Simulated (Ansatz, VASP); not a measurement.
## KBr: VASP beside Ansatz

File INCAR:

```
PREC = Accurate ; ENCUT = 600
EDIFF = 1E-6 ; ISMEAR = -1
SIGMA = 0.05 ; LREAL = False
LASPH = True ; NELM = 100
ALGO = Normal ; ISIF = 3
LWAVE = False ; LCHARG = False
GGA = PS ; IBRION = 2
NSW = 40 ; EDIFFG = -0.005
```

Contents of KPOINTS:

```
regular mesh
0
Gamma
  7 7 7
```

File POSCAR:

```
KBr
1.0
    0.0000000000      3.3000000000      3.3000000000
    3.3000000000      0.0000000000      3.3000000000
    3.3000000000      3.3000000000      0.0000000000
Br K
1 1
Direct
    0.5000000000      0.5000000000      0.5000000000
    0.0000000000      0.0000000000      0.0000000000
```

input.yaml

```yaml
crystal:
  lattice:
    - [0.0, 3.3, 3.3]
    - [3.3, 0.0, 3.3]
    - [3.3, 3.3, 0.0]
  atoms:
    - { symbol: Br, position: [0.5, 0.5, 0.5] }
    - { symbol: K, position: [0.0, 0.0, 0.0] }
hamiltonian:
  xc: pbesol
  pseudopotentials: { kind: paw }
kpoints:
  mp_grid: { grid: [7, 7, 7] }
scf:
  occupations: { method: fermi_dirac, width: 0.05 }
output:
  forces: true
  stress: true
  eigenvalues: true
relax:
  f_tol: 0.01
  max_steps: 40
  cell: { stress_tol: 0.05 }
```

Alike in both runs: task relaxation of cell and atoms; functional PBEsol; k mesh 7 × 7 × 7; occupations fermi-dirac, width 0.05 eV; no spin polarisation.

|  | VASP | Ansatz |
| --- | --- | --- |
| version | VASP 6.6.1 | Ansatz 0.2.0 |
| potentials or method | VASP PAW PBE potentials, release 64 (Br, K_sv) | Ansatz PAW |
| plane-wave cutoff (eV) | 600 | 420 |
| valence electrons in the cell | 16 | 16 |

|  | VASP | Ansatz | Ansatz less VASP |
| --- | --- | --- | --- |
| gap on the k mesh at the Fermi level, each at its own relaxed structure (eV) | 4.32 | 4.34 | +0.016 |
| relaxed volume (Å³/atom) | 35.28 | 35.11 | -0.173 |
| relaxed cell length with the largest relative difference (Å) | 4.638 | 4.631 | -0.0076 |

Caveats: the PAW data sets were made with another functional, which shifts forces and pressure a little (VASP); odd divisions of the mesh miss points on the zone boundary, where band edges often lie, so the gap on the mesh can be too wide (Ansatz); the plane-wave basis is chosen anew once the cell has moved, so the energies of steps on either side of that aren't comparable (Ansatz); the PAW data sets come from PBE, with cores solved anew for the run's functional, which leaves a small shift of forces and pressure (Ansatz).
